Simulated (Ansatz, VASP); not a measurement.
# One calculation of BN, two programs

Contents of INCAR:

```
  PREC = Accurate
  ENCUT = 520
  EDIFF = 1E-6
  ISMEAR = 0
  SIGMA = 0.05
  LREAL = F
  LASPH = T
  NELM = 60
  ALGO = Normal
  ISIF = 2
  LWAVE = F
  LCHARG = T
  GGA = PS
  LELF = T
  LVHAR = T
  NBANDS = 16
```

The input KPOINTS:

```
Automatic mesh
0
Gamma
  12 12 4
```

POSCAR

```
BN
1.0
    2.4630744378      0.0000000000      0.0000000000
   -1.2315372189      2.1330850345      0.0000000000
    0.0000000000      0.0000000000      6.9197497544
B N
2 2
Direct
    0.3333333333      0.6666666667      0.2500000000
    0.6666666667      0.3333333333      0.7500000000
    0.3333333333      0.6666666667      0.7500000000
    0.6666666667      0.3333333333      0.2500000000
```

Input for Ansatz:

```yaml
crystal:
  lattice:
    - [2.4630744378, 0.0, 0.0]
    - [-1.2315372189, 2.1330850345, 0.0]
    - [0.0, 0.0, 6.9197497544]
  atoms:
    - { symbol: B, position: [0.3333333333, 0.6666666667, 0.25] }
    - { symbol: B, position: [0.6666666667, 0.3333333333, 0.75] }
    - { symbol: "N", position: [0.3333333333, 0.6666666667, 0.75] }
    - { symbol: "N", position: [0.6666666667, 0.3333333333, 0.25] }
basis:
  ecutwfc: 520.0
kpoints:
  mp_grid: { grid: [12, 12, 4] }
hamiltonian:
  xc: pbesol
  pseudopotentials: { kind: paw, azcp: { folder: soft_1 } }
scf:
  occupations: { method: gaussian, width: 0.05 }
output:
  forces: true
  stress: true
  eigenvalues: true
  write_density: true
  write_potential: true
  elf: true
  volumetric_format: npy
```

Alike in both runs: task single point; functional PBEsol; k mesh 12 × 12 × 4; occupations gaussian, width 0.05 eV; no spin polarisation.

```csv
,VASP,Ansatz
version,VASP 6.6.1,Ansatz 0.2.0
potentials or method,"VASP PAW PBE potentials, release 64 (B, N)","scalar-relativistic, plane waves, PAW"
plane-wave cutoff (eV),520,520
valence electrons in the cell,16,16
```

```csv
,VASP,Ansatz,Ansatz less VASP
gap on the k mesh at the Fermi level (eV),4.31,4.32,+0.008
least direct gap on the mesh (eV),4.71,4.72,+0.003
pressure (GPa),12.8,12.3,-0.47
largest component of the traceless stress (GPa),12.68,12.05,-0.628
```

Ansatz warned: «pseudo_functional_mismatch».

Caveats: the PAW data sets were made with another functional, which shifts forces and pressure a little (VASP); this functional lacks dispersion, which binds the layers, so the pressure and a relaxed spacing across them are unreliable. A k mesh can miss the band edges.
